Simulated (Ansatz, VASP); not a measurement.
# BN in VASP and in Ansatz

```
B N
1.0
     2.48719    0.00000    0.00000
    -1.24359    2.15397    0.00000
     0.00000    0.00000    6.61649
B N
2 2
Cartesian
  0.0000 1.4360 1.6541
  1.2436 0.7180 4.9624
  0.0000 1.4360 4.9624
  1.2436 0.7180 1.6541
```

Change from the starting cell: volume scaled by 0.98.

Alike in both runs: task single point; functional PBE; k mesh 11 × 11 × 4; occupations fermi-dirac, width 0.02 eV; no spin polarisation.

```csv
,VASP,Ansatz
version,VASP 6.6.1,Ansatz 0.2.0
potentials or method,"VASP PAW PBE potentials, release 64 (B, N), cutoff 520 eV","all-electron LAPW, scalar-relativistic"
```

Ansatz gave:

| Quantity | Value |
| --- | --- |
| gap on the k mesh at the Fermi level (eV) | 4.36 |
| pressure (GPa) | 8.5 |
| largest component of the traceless stress (GPa) | 5.33 |

Question: Estimate VASP's values.

Answer: gap on the k mesh at the Fermi level (eV): 4.36; pressure (GPa): 8.6; largest component of the traceless stress (GPa): 5.60.

Ansatz ran all-electron here, so the differences hold the error of VASP's frozen core and of both bases.

Caveats: an odd mesh through Γ misses points on the zone boundary, where band edges often lie; this functional lacks dispersion, which binds the layers, so the pressure and a relaxed spacing across them are unreliable.
